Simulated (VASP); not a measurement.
MgI2: electric field gradients with PBE

Crystal: MgI2.

```
Mg I
1.0
     4.15370    0.00000    0.00000
    -2.07685    3.59721    0.00000
     0.00000    0.00000    6.86200
Mg I
1 2
Direct
  0.00000 0.00000 0.00000
  0.33333 0.66667 0.75763
  0.66667 0.33333 0.24237
```

```json
{"Program": "VASP 6.6.1", "Task": "electric field gradients", "Functional": "PBE", "Potentials or basis": "VASP PAW PBE potentials, release 64 (Mg, I)", "Cutoff": "520 eV", "k mesh": "7 × 7 × 4", "Occupations": "fermi-dirac, width 0.01 eV", "Spin": "no spin polarisation", "Dipole correction": "no", "Further INCAR settings": "ALGO = Normal; EDIFF = 1e-08; NBANDS = 15"}
```

The pressure is 1.2 GPa, the largest force is 0.029 eV/Å and the band gap on the k mesh is 3.52 eV, indirect (least direct gap 3.69 eV).

Forces on the atoms (eV/Å):
```
Mg   0.000  0.000  0.000
I    0.000  0.000 -0.029
I    0.000  0.000  0.029
```

Stress tensor (GPa, compression positive):
```
1.12 0.00 0.00
0.00 1.12 0.00
0.00 0.00 1.39
```

Levels at points of the mesh, in eV from the valence-band top:
```csv
k point,band 4,band 5,band 6,band 7,band 8,band 9,band 10,band 11,band 12,band 13
"(0.00, 0.00, 0.00)",-0.48,-0.48,-0.09,-0.09,0.00,3.69,4.75,6.67,6.67,7.47
"(0.00, 0.00, 0.50)",-1.45,-0.38,-0.38,-0.20,-0.20,4.63,4.84,6.49,6.49,7.79
```

Electric field gradients, principal values (V/Å²):
```
atom     Vxx     Vyy      Vzz
1 Mg  -0.128  -0.128    0.256
 2 I  24.477  24.477  -48.954
 3 I  24.477  24.477  -48.954
```

It took 30 s on 1 thread of AMD EPYC 9R45 96-Core Processor (Zen 5), with other jobs on the host, peak memory 0.21 GiB.

Caveat: spin-orbit coupling is left out, which moves the levels of the heavy elements; an odd mesh through Γ misses points on the zone boundary, where band edges often lie; this functional lacks dispersion, which binds the layers, so the pressure and a relaxed spacing across them are unreliable. A hybrid or GW would open this gap; PBE tends to underestimate it.
